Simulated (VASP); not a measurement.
# CdS (Hawleyite) (F-43m) in VASP: a series of runs

Aim: see how the results for CdS (Hawleyite) move with the level of theory and the settings. Levels: PBE0, PBE-EpsX. Tasks: band structure.

Program: VASP 6.6.1. These are calculated values, not measurements. Logs are shortened: lines on timing, memory, paths and dates and some standing lists are left out, and cuts for length are marked.

### 1 The structure

The structure is cubic, space group F-43m (No. 216). Conventional cell: a = 5.835 Å, b = 5.835 Å, c = 5.835 Å, α = 90.00°, β = 90.00°, γ = 90.00°. Cd (site symmetry -43m) is surrounded by 4 S at 2.53 Å. S (site symmetry -43m) is surrounded by 4 Cd at 2.53 Å.

### 2 Band structure, PBE0

File POSCAR:

```
CdS                                     
1.0
    0.0000000000      2.9176352623      2.9176352623
    2.9176352623      0.0000000000      2.9176352623
    2.9176352623      2.9176352623      0.0000000000
  Cd              S             
     1     1
Direct
     1.0000000000000000    1.0000000000000000    1.0000000000000000
     0.2500000000000000    0.2500000000000000    0.2500000000000000
```

File INCAR.step1:

```
SYSTEM = CdS
PREC = Accurate
ENCUT = 520
EDIFF = 1E-5
ISMEAR = 0
SIGMA = 0.03
LREAL = .FALSE.
LASPH = .TRUE.
NELM = 80
ALGO = Normal
ISIF = 2
LWAVE = .TRUE.
LCHARG = .FALSE.
NBANDS = 16
KPAR = 4
GGA = PE
```

File INCAR.step2:

```
SYSTEM = CdS
PREC = Accurate
ENCUT = 520
EDIFF = 1E-6
ISMEAR = 0
SIGMA = 0.03
LREAL = .FALSE.
LASPH = .TRUE.
NELM = 80
ALGO = Normal
ISIF = 2
LWAVE = .FALSE.
LCHARG = .FALSE.
GGA = PE
LHFCALC = .TRUE.
AEXX = 0.25
PRECFOCK = Fast
HFRCUT = -1
NBANDS = 16
KPAR = 4
ISTART = 1
```

File KPOINTS:

```
Automatic mesh
0
G
  6 6 6
  0 0 0
```

File KPOINTS_OPT:

```
explicit points
6
Reciprocal
 0.0000000000  0.0000000000  0.0000000000 1
 0.3750000000  0.3750000000  0.7500000000 1
 0.5000000000  0.5000000000  0.5000000000 1
 0.6250000000  0.2500000000  0.6250000000 1
 0.5000000000  0.2500000000  0.7500000000 1
 0.5000000000  0.0000000000  0.5000000000 1
```

Potentials or basis: VASP PAW PBE potentials, release 64 (Cd, S).

The run is started by

```bash
cat potpaw_PBE.64/Cd/POTCAR potpaw_PBE.64/S/POTCAR > POTCAR
cp INCAR.step1 INCAR
mpirun -np 4 vasp_std > vasp.out
cp INCAR.step2 INCAR
mpirun -np 4 vasp_std > vasp.out
```

OUTCAR:

```text
SYSTEM = CdS
   PREC = Accurate
   ENCUT = 520
   EDIFF = 1E-6
   ISMEAR = 0
   LREAL = .FALSE.
   LASPH = .TRUE.
   NELM = 80
   ISIF = 2
   GGA = PE
   LHFCALC = .TRUE.
   AEXX = 0.25
   PRECFOCK = Fast
   ISTART = 1

 ion  position               nearest neighbor table
   1  0.000  0.000  0.000-   2 2.53   2 2.53   2 2.53   2 2.53
   2  0.250  0.250  0.250-   1 2.53   1 2.53   1 2.53   1 2.53

  LATTYP: Found a face centered cubic cell.
 ALAT       =     5.8352705246

  Lattice vectors:

 A1 = (   0.0000000000,   2.9176352623,   2.9176352623)
 A2 = (   2.9176352623,   0.0000000000,   2.9176352623)
 A3 = (   2.9176352623,   2.9176352623,   0.0000000000)

Analysis of symmetry for initial positions (statically):
=====================================================================
 Subroutine PRICEL returns:
 Original cell was already a primitive cell.

 Routine SETGRP: Setting up the symmetry group for a
 face centered cubic supercell.

 Subroutine GETGRP returns: Found 24 space group operations
 (whereof 24 operations were pure point group operations)
 out of a pool of 48 trial point group operations.

The static configuration has the point symmetry T_d .

Analysis of symmetry for dynamics (positions and initial velocities):
=====================================================================
 Subroutine PRICEL returns:
 Original cell was already a primitive cell.

 Routine SETGRP: Setting up the symmetry group for a
 face centered cubic supercell.

 Subroutine GETGRP returns: Found 24 space group operations
 (whereof 24 operations were pure point group operations)
 out of a pool of 48 trial point group operations.

The dynamic configuration has the point symmetry T_d .

 Subroutine INISYM returns: Found 24 space group operations
 (whereof 24 operations are pure point group operations),
 and found     1 'primitive' translations

----------------------------------------------------------------------------------------

                                     Primitive cell

  volume of cell :      49.6733

  direct lattice vectors                    reciprocal lattice vectors
     0.000000000  2.917635262  2.917635262    -0.171371661  0.171371661  0.171371661
     2.917635262  0.000000000  2.917635262     0.171371661 -0.171371661  0.171371661
     2.917635262  2.917635262  0.000000000     0.171371661  0.171371661 -0.171371661

  length of vectors
     4.126159358  4.126159358  4.126159358     0.296824423  0.296824423  0.296824423

[... 81 lines left out ...]
   PSTRESS=    0.0 pullay stress
   NELECT =      18.0000    total number of electrons
   NUPDOWN=      -1.0000    fix difference up-down
   EMIN   =  10.00;   EMAX   =-10.00  energy-range for DOS
   EFERMI =   0.00;   METHOD = LEGACY
   ISMEAR =     0;   SIGMA  =   0.03  broadening in eV -4-tet -1-fermi 0-gaus
   EFERMI_NEDOS =   21; number of points for ismear=-14 and -15
   IALGO  =     38    algorithm
   IMIX   =      1    mixing-type and parameters
     AMIX     =   0.40;   BMIX     =  1.00
     AMIX_MAG =   1.60;   BMIX_MAG =  1.00
  volume/ion in A,a.u.               =      24.84       167.61
  Fermi-wavevector in a.u.,A,eV,Ry     =   1.167145  2.205583 18.534217  1.362227
  Thomas-Fermi vector in A             =   2.303649
   LORBIT       =      0    0 simple, 1 ext, 2 COOP (PROOUT), +10 PAW based schemes
   GGA     = PE    functional components
   LHFCALC =     T    Hartree Fock is set to
   PRECFOCK=fast      Normal, Fast or Accurate (Low or Medium for compatibility)
   ENCUT4O =  -1.0   cutoff for four orbital integrals eV
   NKREDX  =     1    reduce k-point grid by
   NKREDY  =     1    reduce k-point grid by
   NKREDZ  =     1    reduce k-point grid by
   AEXX    =    0.2500 exact exchange contribution
   HFSCREEN=    0.0000 screening length (either q_TF or 0.3 A-1)
   HFSCREENC=   0.0000 screening length for correlation (either q_TF or 0.3 A-1)
   ENCUTFOCK=  -1.0 apply spherical cutoff to Coloumb kernel
   IVDW    =     0    specifies the selected vdW correction
   LEPSILON=     F    determine dielectric tensor
   LRPA    =     F    only Hartree local field effects (RPA)
 non-spin polarized calculation
 Gauss-broadening in eV      SIGMA  =   0.03
  energy-cutoff  :      520.00
  volume of cell :       49.67
 maximum number of plane-waves:      1363
 NGX is ok and might be reduce to    32
  NGX = 18; NGY = 18; NGZ = 18

 number of electron      18.0000005 magnetization

 Free energy of the ion-electron system (eV)
  ---------------------------------------------------
  ext. energy  EPLUGINS =         0.00000000
  ---------------------------------------------------
  free energy    TOTEN  =        -8.16767863 eV

  energy without entropy =       -8.16767863  energy(sigma->0) =       -8.16767863

 E-fermi :   0.4239     XC(G=0):  -7.2158

 val. band max:        0.2909845034   @ k =   0.0000   0.0000   0.0000
 cond. band min:       3.1053840642   @ k =   0.0000   0.0000   0.0000
 fundamental gap:      2.8143995608
 Fermi energy:         0.4238527255

 k-point     1 :       0.0000    0.0000    0.0000
  band No.  band energies     occupation
      1     -13.3360      2.00000
      2      -8.6139      2.00000
      3      -8.6139      2.00000
      4      -8.6139      2.00000
      5      -8.1295      2.00000
      6      -8.1295      2.00000
[... 281 lines left out ...]
      3      -8.3463      2.00000
      4      -8.2114      2.00000
      5      -8.0901      2.00000
      6      -7.4908      2.00000
[... 8 lines left out ...]
     15      15.7093      0.00000
     16      15.7673      0.00000

------------------------ aborting loop because EDIFF is reached ----------------------------------------

  FORCE on cell =-STRESS in cart. coord.  units (eV):
  Direction    XX          YY          ZZ          XY          YZ          ZX
  --------------------------------------------------------------------------------------
  -------------------------------------------------------------------------------------
  Total        0.5503356      0.5503356      0.5503356      0.0000000      0.0000000      0.0000000
  in kB       17.7506877     17.7506877     17.7506877      0.0000000      0.0000000      0.0000000
  external PRESSURE =      17.7506877 kB  Pullay stress =       0.0000000 kB

 VOLUME and BASIS-vectors are now :
 -----------------------------------------------------------------------------
  energy-cutoff  :      520.00
  volume of cell :       49.67
      direct lattice vectors                 reciprocal lattice vectors
     0.000000000  2.917635262  2.917635262    -0.171371661  0.171371661  0.171371661
     2.917635262  0.000000000  2.917635262     0.171371661 -0.171371661  0.171371661
     2.917635262  2.917635262  0.000000000     0.171371661  0.171371661 -0.171371661

 POSITION                                       TOTAL-FORCE (eV/Angst)
 -----------------------------------------------------------------------------------
      0.00000      0.00000      0.00000         0.000000      0.000000      0.000000
      1.45882      1.45882      1.45882        -0.000000     -0.000000     -0.000000
 -----------------------------------------------------------------------------------
    total drift:                                0.000065      0.000058      0.000041

  FREE ENERGIE OF THE ION-ELECTRON SYSTEM (eV)
  ---------------------------------------------------
  free  energy   TOTEN  =        -8.1676786285 eV

  energy  without entropy=       -8.1676786285  energy(sigma->0) =       -8.16767863
```

Wall time 5.6 min (4 MPI ranks of AMD EPYC 9R45 (Zen 5), shared host); peak memory 0.2 GiB.

What came out:

- Free energy: -8.1677 eV
- Pressure: 1.8 GPa
- Band gap on the k mesh: 2.81 eV, direct
- Band gap along the path: 2.81 eV, direct

Caveat: the PAW data sets were made with another functional, which shifts forces and pressure a little.

### 3 Band structure, PBE-EpsX

POSCAR is that of step 2.

File INCAR.step1:

```
SYSTEM = CdS
PREC = Accurate
ENCUT = 520
EDIFF = 1E-8
ISMEAR = 0
SIGMA = 0.03
LREAL = .FALSE.
LASPH = .TRUE.
NELM = 80
ALGO = Normal
ISIF = 2
LWAVE = .FALSE.
LCHARG = .FALSE.
KPAR = 4
GGA = PE
LEPSILON = .TRUE.
```

File KPOINTS.step1:

```
Automatic mesh
0
G
  8 8 8
  0 0 0
```

File INCAR.step2:

```
SYSTEM = CdS
PREC = Accurate
ENCUT = 520
EDIFF = 1E-5
ISMEAR = 0
SIGMA = 0.03
LREAL = .FALSE.
LASPH = .TRUE.
NELM = 80
ALGO = Normal
ISIF = 2
LWAVE = .TRUE.
LCHARG = .FALSE.
NBANDS = 16
KPAR = 4
GGA = PE
```

File KPOINTS.step2:

```
Automatic mesh
0
G
  6 6 6
  0 0 0
```

File INCAR.step3:

```
SYSTEM = CdS
PREC = Accurate
ENCUT = 520
EDIFF = 1E-6
ISMEAR = 0
SIGMA = 0.03
LREAL = .FALSE.
LASPH = .TRUE.
NELM = 80
ALGO = Normal
ISIF = 2
LWAVE = .FALSE.
LCHARG = .FALSE.
GGA = PE
LHFCALC = .TRUE.
AEXX = 0.1538
PRECFOCK = Fast
HFRCUT = -1
NBANDS = 16
KPAR = 4
ISTART = 1
```

File KPOINTS.step3:

```
Automatic mesh
0
G
  6 6 6
  0 0 0
```

KPOINTS_OPT is that of step 2.

Potentials or basis: VASP PAW PBE potentials, release 64 (Cd, S).

The run is started by

```bash
cat potpaw_PBE.64/Cd/POTCAR potpaw_PBE.64/S/POTCAR > POTCAR
cp INCAR.step1 INCAR
cp KPOINTS.step1 KPOINTS
mpirun -np 4 vasp_std > vasp.out
cp INCAR.step2 INCAR
cp KPOINTS.step2 KPOINTS
mpirun -np 4 vasp_std > vasp.out
cp INCAR.step3 INCAR
cp KPOINTS.step3 KPOINTS
mpirun -np 4 vasp_std > vasp.out
```

OUTCAR:

```text
SYSTEM = CdS
   PREC = Accurate
   ENCUT = 520
   EDIFF = 1E-6
   ISMEAR = 0
   LREAL = .FALSE.
   LASPH = .TRUE.
   NELM = 80
   ISIF = 2
   GGA = PE
   LHFCALC = .TRUE.
   AEXX = 0.1538
   PRECFOCK = Fast
   ISTART = 1

 ion  position               nearest neighbor table
   1  0.000  0.000  0.000-   2 2.53   2 2.53   2 2.53   2 2.53
   2  0.250  0.250  0.250-   1 2.53   1 2.53   1 2.53   1 2.53

  LATTYP: Found a face centered cubic cell.
 ALAT       =     5.8352705246

[... 491 lines left out ...]

------------------------ aborting loop because EDIFF is reached ----------------------------------------

  FORCE on cell =-STRESS in cart. coord.  units (eV):
  Direction    XX          YY          ZZ          XY          YZ          ZX
  --------------------------------------------------------------------------------------
  -------------------------------------------------------------------------------------
  Total        0.7009433      0.7009433      0.7009433      0.0000000     -0.0000000      0.0000000
  in kB       22.6084348     22.6084348     22.6084348      0.0000000     -0.0000000      0.0000000
  external PRESSURE =      22.6084348 kB  Pullay stress =       0.0000000 kB

 VOLUME and BASIS-vectors are now :
 -----------------------------------------------------------------------------
  energy-cutoff  :      520.00
  volume of cell :       49.67
      direct lattice vectors                 reciprocal lattice vectors
     0.000000000  2.917635262  2.917635262    -0.171371661  0.171371661  0.171371661
     2.917635262  0.000000000  2.917635262     0.171371661 -0.171371661  0.171371661
     2.917635262  2.917635262  0.000000000     0.171371661  0.171371661 -0.171371661

 POSITION                                       TOTAL-FORCE (eV/Angst)
 -----------------------------------------------------------------------------------
      0.00000      0.00000      0.00000         0.000000      0.000000      0.000000
      1.45882      1.45882      1.45882        -0.000000     -0.000000     -0.000000
 -----------------------------------------------------------------------------------
    total drift:                                0.000067      0.000058      0.000043

  FREE ENERGIE OF THE ION-ELECTRON SYSTEM (eV)
  ---------------------------------------------------
  free  energy   TOTEN  =        -7.3642991398 eV

  energy  without entropy=       -7.3642991398  energy(sigma->0) =       -7.36429914
```

It took 6.3 min on 4 MPI ranks of AMD EPYC 9R45 (Zen 5), shared host; peak memory 0.3 GiB.

Results:

```yaml
Free_energy: -7.3643 eV
Pressure: 2.3 GPa
Band_gap_on_the_k_mesh: 2.15 eV, direct
Band_gap_along_the_path: 2.15 eV, direct
```

Caveat: the PAW data sets were made with another functional, which shifts forces and pressure a little.
